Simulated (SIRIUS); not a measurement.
A run of SIRIUS 7.10.0 is set up as follows.

sirius.json

```json
{
  "control": {
    "processing_unit": "cpu",
    "verbosity": 2,
    "num_bands_to_print": 21,
    "print_forces": true,
    "print_stress": true
  },
  "parameters": {
    "electronic_structure_method": "pseudopotential",
    "xc_functionals": ["XC_GGA_X_PBE_SOL", "XC_GGA_C_PBE_SOL"],
    "gk_cutoff": 9.2,
    "pw_cutoff": 18.4,
    "ngridk": [9, 9, 9],
    "shiftk": [0, 0, 0],
    "smearing": "fermi_dirac",
    "smearing_width": 0.0018374661,
    "num_bands": 21,
    "num_mag_dims": 0,
    "num_dft_iter": 100,
    "energy_tol": 1e-08,
    "density_tol": 1e-06
  },
  "iterative_solver": {
    "type": "davidson",
    "min_tolerance": 1e-09,
    "tolerance_scale": [0.1, 0.25]
  },
  "mixer": {
    "type": "anderson",
    "beta": 0.7,
    "max_history": 8
  },
  "settings": {
    "tol_ne": 1e-10,
    "pseudo_grid_cutoff": 6.5
  },
  "unit_cell": {
    "lattice_vectors": [
      [0.0, 0.707106781187, 0.707106781187],
      [0.707106781187, 0.0, 0.707106781187],
      [0.707106781187, 0.707106781187, 0.0]
    ],
    "lattice_vectors_scale": 7.2210096223,
    "atom_coordinate_units": "lattice",
    "atom_types": ["Pb", "O"],
    "atom_files": {
      "O": "O.json",
      "Pb": "Pb.json"
    },
    "atoms": {
      "Pb": [
        [0.0, 0.0, 0.0]
      ],
      "O": [
        [0.75, 0.75, 0.75],
        [0.25, 0.25, 0.25]
      ]
    }
  }
}
```

Potentials or basis: PseudoDojo 0.4.1 PBEsol standard (scalar relativistic).

The run is started by

```console
$ upf_to_json O.upf
$ upf_to_json Pb.upf
$ OMP_NUM_THREADS=1 sirius.scf --input=sirius.json --output=out.json --task=0
```

(1) Predict the band gap on the k mesh.

(2) Predict the pressure.

Answers

(1) none (metal or under the smearing width).

(2) -4.8 GPa.
